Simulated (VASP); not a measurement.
# Mg in VASP: relaxation of the atoms with PBE+D3(BJ)

Aim: the relaxation of the atoms of Mg with PBE+D3(BJ).

Everything below comes from runs of VASP 6.6.1. Logs are shortened: lines on timing, memory, paths and dates and some standing lists are left out, and cuts for length are marked.

**1. The structure**

The cell holds a slab with vacuum, 3 atoms: a = 3.134 Å, b = 3.134 Å, c = 21.986 Å, α = 90.00°, β = 90.00°, γ = 120.00°.

The cell was built by a generator and needn't be a form met in nature.

**2. Relaxation of the atoms, PBE+D3(BJ)**

The input, INCAR:

```
SYSTEM = Mg
PREC     = Accurate       ! precision mode
ENCUT    = 520            ! plane-wave cutoff, eV
EDIFF    = 1E-7           ! SCF threshold, eV
ISMEAR   = 1              ! smearing method
SIGMA    = 0.1            ! smearing width, eV
LREAL    = .FALSE.        ! projectors in reciprocal space
LASPH    = .TRUE.         ! aspherical terms in the spheres
NELM     = 120            ! most SCF steps
ALGO     = Normal         ! electronic algorithm
ISIF     = 2              ! what is computed and relaxed
LWAVE    = .FALSE.        ! write WAVECAR
LCHARG   = .FALSE.        ! write CHGCAR
LDIPOL   = .TRUE.       
IDIPOL   = 3            
DIPOL    = 0.5 0.5 0.500
GGA      = PE             ! functional
IVDW     = 12             ! dispersion correction
IBRION   = 2              ! ionic algorithm
NSW      = 90             ! ionic steps
EDIFFG   = -0.02          ! ionic threshold
KPAR     = 2
```

The input, KPOINTS:

```
Automatic mesh
0
G
  12 12 1
  0 0 0
```

The input, POSCAR:

```
Mg
1.0
    3.1343704200      0.0000000000      0.0000000000
   -1.5671852100      2.7144444300      0.0000000000
    0.0000000000      0.0000000000     21.9859595600
Mg
3
Selective dynamics
Direct
    0.6666670000      0.3333330000      0.3843361900  F F F
    0.3333330000      0.6666670000      0.5000000000  T T T
    0.6666670000      0.3333330000      0.6156638100  T T T
```

Potentials or basis: VASP PAW PBE potentials, release 64 (Mg).

Run with:

```bash
$ cat potpaw_PBE.64/Mg/POTCAR > POTCAR
$ mpirun -np 2 vasp_std > vasp.out
```

OUTCAR:

```text
SYSTEM = Mg
   PREC = Accurate
   ENCUT = 520
   EDIFF = 1E-7
   ISMEAR = 1
   LREAL = .FALSE.
   LASPH = .TRUE.
   NELM = 120
   ISIF = 2
   GGA = PE
   IVDW = 12
   IBRION = 2
   NSW = 90
   EDIFFG = -0.02
 IVDW          = 12

 ion  position               nearest neighbor table
   1  0.667  0.333  0.384-   2 3.12   2 3.12   2 3.12
   2  0.333  0.667  0.500-   1 3.12   3 3.12   1 3.12   3 3.12   1 3.12   3 3.12
   3  0.667  0.333  0.616-   2 3.12   2 3.12   2 3.12

  LATTYP: Found a hexagonal cell.
 ALAT       =     3.1343704200
 C/A-ratio  =     7.0144739179

  Lattice vectors:

 A1 = (   3.1343704200,   0.0000000000,   0.0000000000)
 A2 = (  -1.5671852100,   2.7144444300,   0.0000000000)
 A3 = (   0.0000000000,   0.0000000000,  21.9859595600)

Analysis of symmetry for initial positions (statically):
=====================================================================
 Subroutine PRICEL returns:
 Original cell was already a primitive cell.

 Routine SETGRP: Setting up the symmetry group for a
 hexagonal supercell.

 Subroutine GETGRP returns: Found 12 space group operations
 (whereof 12 operations were pure point group operations)
 out of a pool of 24 trial point group operations.

The static configuration has the point symmetry D_3h.

Analysis of symmetry for dynamics (positions and initial velocities):
=====================================================================
 Subroutine PRICEL returns:
 Original cell was already a primitive cell.

 Routine SETGRP: Setting up the symmetry group for a
 hexagonal supercell.

 Subroutine GETGRP returns: Found 12 space group operations
 (whereof 12 operations were pure point group operations)
 out of a pool of 24 trial point group operations.

The dynamic configuration has the point symmetry D_3h.

Analysis of constrained symmetry for selective dynamics:
=====================================================================
 Subroutine PRICEL returns:
 Original cell was already a primitive cell.

 Routine SETGRP: Setting up the symmetry group for a
 hexagonal supercell.

 Subroutine GETGRP returns: Found  6 space group operations
 (whereof  6 operations were pure point group operations)
 out of a pool of 24 trial point group operations.

The constrained configuration has the point symmetry C_3v.

 Subroutine INISYM returns: Found  6 space group operations
 (whereof  6 operations are pure point group operations),
 and found     1 'primitive' translations

----------------------------------------------------------------------------------------

                                     Primitive cell

  volume of cell :     187.0582

  direct lattice vectors                    reciprocal lattice vectors
     3.134370420  0.000000000  0.000000000     0.319043338  0.184199755  0.000000000
    -1.567185210  2.714444430  0.000000000     0.000000000  0.368399511  0.000000000
     0.000000000  0.000000000 21.985959560     0.000000000  0.000000000  0.045483573

  length of vectors
     3.134370420  3.134370439 21.985959560     0.368399513  0.368399511  0.045483573

  position of ions in fractional coordinates (direct lattice)
     0.666667000  0.333333000  0.384336190
     0.333333000  0.666667000  0.500000000
     0.666667000  0.333333000  0.615663810

  ion indices of the primitive-cell ions
   primitive index   ion index
                 1           1
                 2           2
                 3           3

----------------------------------------------------------------------------------------

 KPOINTS: Automatic mesh

Automatic generation of k-mesh.
 Grid dimensions read from file:
 generate k-points for:   12   12    1

 Generating k-lattice:

  Cartesian coordinates                     Fractional coordinates (reciprocal lattice)
     0.026586945  0.015349980  0.000000000     0.083333333  0.000000000  0.000000000
     0.000000000  0.030699959  0.000000000     0.000000000  0.083333333  0.000000000
     0.000000000  0.000000000  0.045483573     0.000000000  0.000000000  1.000000000

  Length of vectors
     0.030699959  0.030699959  0.045483573

  Shift w.r.t. Gamma in fractional coordinates (k-lattice)
     0.000000000  0.000000000  0.000000000

 Subroutine IBZKPT returns following result:
 ===========================================

 Found     19 irreducible k-points:

 Following reciprocal coordinates:
            Coordinates               Weight
  0.000000  0.000000  0.000000      1.000000
  0.083333  0.000000  0.000000      6.000000
  0.166667 -0.000000  0.000000      6.000000
  0.250000  0.000000  0.000000      6.000000
  0.333333  0.000000  0.000000      6.000000
  0.416667 -0.000000  0.000000      6.000000
[... 11 lines left out ...]
  0.333333  0.250000  0.000000     12.000000
  0.333333  0.333333  0.000000      2.000000
   k-points           NKPTS =     19   k-points in BZ     NKDIM =     19   number of bands    NBANDS=      7
   number of dos      NEDOS =    301   number of ions     NIONS =      3
   total plane-waves  NPLWV =  96768
   dimension x,y,z NGX =    24 NGY =   24 NGZ =  168
   dimension x,y,z NGXF=    48 NGYF=   48 NGZF=  336
   ions per type =               3
   NGX,Y,Z   is equivalent  to a cutoff of  12.73, 12.73, 12.70 a.u.
   NGXF,Y,Z  is equivalent  to a cutoff of  25.46, 25.46, 25.41 a.u.
 SYSTEM =  Mg
   PREC   = accura    normal or accurate (medium, high low for compatibility)
   ISTART =      0    job   : 0-new  1-cont  2-samecut
   ICHARG =      2    charge: 1-file 2-atom 10-const
   ISPIN  =      1    spin polarized calculation?
   LNONCOLLINEAR =      F non collinear calculations
   LSORBIT =      F    spin-orbit coupling
   LASPH  =      T    aspherical Exc in radial PAW
   ENCUT  =  520.0 eV  38.22 Ry    6.18 a.u.   5.83  5.83 40.88*2*pi/ulx,y,z
   NELM   =    120;   NELMIN=  2; NELMDL= -5     # of ELM steps
   EDIFF  = 0.1E-06   stopping-criterion for ELM
   LREAL  =      F    real-space projection
   EDIFFG = -.2E-01   stopping-criterion for IOM
   NSW    =     90    number of steps for IOM
   IBRION =      2    ionic relax: 0-MD 1-quasi-New 2-CG
   NFREE  =      1    steps in history (QN), initial steepest desc. (CG)
   ISIF   =      2    stress and relaxation
   ISYM   =      2    0-nonsym 1-usesym 2-fastsym
   POTIM  = 0.5000    time-step for ionic-motion
   TEBEG  =    0.0;   TEEND  =   0.0 temperature during run
   PSTRESS=    0.0 pullay stress
   NELECT =       6.0000    total number of electrons
   NUPDOWN=      -1.0000    fix difference up-down
   EMIN   =  10.00;   EMAX   =-10.00  energy-range for DOS
   EFERMI =   0.00;   METHOD = LEGACY
   ISMEAR =     1;   SIGMA  =   0.10  broadening in eV -4-tet -1-fermi 0-gaus
   EFERMI_NEDOS =   21; number of points for ismear=-14 and -15
   IALGO  =     38    algorithm
   IMIX   =      4    mixing-type and parameters
     AMIX     =   0.40;   BMIX     =  1.00
     AMIX_MAG =   1.60;   BMIX_MAG =  1.00
  volume/ion in A,a.u.               =      62.35       420.78
  Fermi-wavevector in a.u.,A,eV,Ry     =   0.520155  0.982951  3.681213  0.270562
  Thomas-Fermi vector in A             =   1.537873
   LORBIT       =      0    0 simple, 1 ext, 2 COOP (PROOUT), +10 PAW based schemes
   GGA     = PE    functional components
   LHFCALC =     F    Hartree Fock is set to
   AEXX    =    0.0000 exact exchange contribution
   IVDW    =    12    specifies the selected vdW correction
   LEPSILON=     F    determine dielectric tensor
   LRPA    =     F    only Hartree local field effects (RPA)
 conjugate gradient relaxation of ions
 non-spin polarized calculation
 Methfessel and Paxton  Order N= 1 SIGMA  =   0.10
  energy-cutoff  :      520.00
  volume of cell :      187.06
 maximum number of plane-waves:      5068
 NGX is ok and might be reduce to    24
   NGX = 11   NGY = 11   NGZ = 81

--------------------------------------- Ionic step        1  -------------------------------------------

 number of electron       6.0000000 magnetization

 Free energy of the ion-electron system (eV)
  ---------------------------------------------------
  ext. energy  EPLUGINS =         0.00000000
  ---------------------------------------------------
  free energy    TOTEN  =        -3.88192363 eV

  energy without entropy =       -3.87784273  energy(sigma->0) =       -3.88056333

------------------------ aborting loop because EDIFF is reached ----------------------------------------

 Edisp (eV)   -0.64016

 E8    (eV) :    -0.2926
[... 108 lines left out ...]
  FREE ENERGIE OF THE ION-ELECTRON SYSTEM (eV)
  ---------------------------------------------------
  free  energy   TOTEN  =        -4.5234546825 eV

  energy  without entropy=       -4.5191337978  energy(sigma->0) =       -4.52201439

[... ionic steps 4 to 8 ...]

--------------------------------------- Ionic step        9  -------------------------------------------

 number of electron       6.0000000 magnetization

------------------------ aborting loop because EDIFF is reached ----------------------------------------
[... 71 lines left out ...]
  FREE ENERGIE OF THE ION-ELECTRON SYSTEM (eV)
  ---------------------------------------------------
  free  energy   TOTEN  =        -4.5326812371 eV

  energy  without entropy=       -4.5341175945  energy(sigma->0) =       -4.53316002

 dipolmoment           0.000000      0.000000      0.000209 electrons x Angstroem

--------------------------------------- Ionic step       11  -------------------------------------------

 number of electron       6.0000000 magnetization

 dipolmoment           0.000000      0.000000     -0.000063 electrons x Angstroem

 Free energy of the ion-electron system (eV)
  ---------------------------------------------------
  ext. energy  EPLUGINS =         0.00000000
  ---------------------------------------------------
  free energy    TOTEN  =        -3.90757431 eV

  energy without entropy =       -3.90850523  energy(sigma->0) =       -3.90788462

 E-fermi :  -1.4196     XC(G=0):  -3.8557

 val. band max:       -1.4931561125   @ k =   0.1667   0.0833   0.0000
 cond. band min:      -1.3927726795   @ k =   0.5000   0.0000   0.0000
 fundamental gap:      0.1003834329
 Fermi energy:        -1.4195666640

 k-point     1 :       0.0000    0.0000    0.0000
  band No.  band energies     occupation
      1      -7.9849      2.00000
      2      -6.7062      2.00000
      3      -4.6983      2.00000
      4      -2.4234      2.00000
      5       0.1373     -0.00000
      6       1.7787      0.00000
      7       2.3290      0.00000
[... 171 lines left out ...]
 k-point    19 :       0.3333    0.3333    0.0000
  band No.  band energies     occupation
      1      -1.5422      2.07091
      2      -1.5339      2.06866
      3      -1.3024     -0.06997
      4      -0.6678     -0.00000
      5      -0.3975     -0.00000
      6       0.7525      0.00000
      7       1.3733      0.00000

------------------------ aborting loop because EDIFF is reached ----------------------------------------

 vacuum level on the upper side and lower side of the slab       (xc-potential included)        -0.009        -0.007

 Edisp (eV)   -0.62552

 E8    (eV) :    -0.2857

  FORCE on cell =-STRESS in cart. coord.  units (eV):
  Direction    XX          YY          ZZ          XY          YZ          ZX
  --------------------------------------------------------------------------------------
  -------------------------------------------------------------------------------------
  Total      -1.12779    -1.12779     0.04407    -0.00000     0.00000     0.00000
  in kB      -9.65968    -9.65968     0.37750    -0.00000     0.00000     0.00000
  external pressure =       -6.31 kB  Pullay stress =        0.00 kB
[... 18 lines left out ...]
  FREE ENERGIE OF THE ION-ELECTRON SYSTEM (eV)
  ---------------------------------------------------
  free  energy   TOTEN  =        -4.5330958616 eV

  energy  without entropy=       -4.5340267730  energy(sigma->0) =       -4.53340617

 reached required accuracy - stopping structural energy minimisation

 vacuum level on the upper side and lower side of the slab         2.440         2.442
```

Run time: 1.9 min. Hardware: 2 MPI ranks of Intel Xeon Platinum 8488C (Sapphire Rapids), shared host; peak memory 0.3 GiB.

What came out:

```
Free energy                : -4.5331 eV
Energy gained by relaxing  : 3.7 meV/atom
Ionic steps                : 11
Band gap on the k mesh     : none (metal or under the smearing width)
Dispersion energy per atom : -0.209 eV
```

Step by step:
```csv
step,energy change (eV),largest force (eV/Å),pressure (GPa)
1,0.0000,0.0894,-0.23
2,-0.0004,0.0915,-0.24
3,-0.0014,0.0977,-0.26
4,-0.0028,0.1102,-0.32
5,-0.0035,0.1469,-0.42
6,-0.0040,0.1443,-0.43
7,-0.0053,0.1368,-0.47
8,-0.0074,0.1219,-0.54
9,-0.0095,0.0931,-0.67
10,-0.0106,0.0523,-0.65
11,-0.0110,0.0119,-0.63
```

Final structure:
```
Mg
1.0
     3.13437    0.00000    0.00000
    -1.56719    2.71444    0.00000
     0.00000    0.00000   21.98596
Mg
3
Direct
  0.66667 0.33333 0.38434
  0.33333 0.66667 0.50457
  0.66667 0.33333 0.62497
```

Levels at points of the mesh, in eV from the Fermi level:
```csv
k point,band 1,band 2,band 3,band 4,band 5,band 6,band 7
"(0.00, 0.00, 0.00)",-6.57,-5.29,-3.28,-1.00,1.56,3.20,3.75
"(0.50, 0.00, 0.00)",-1.69,-1.54,-0.68,0.03,1.52,1.90,3.69
```
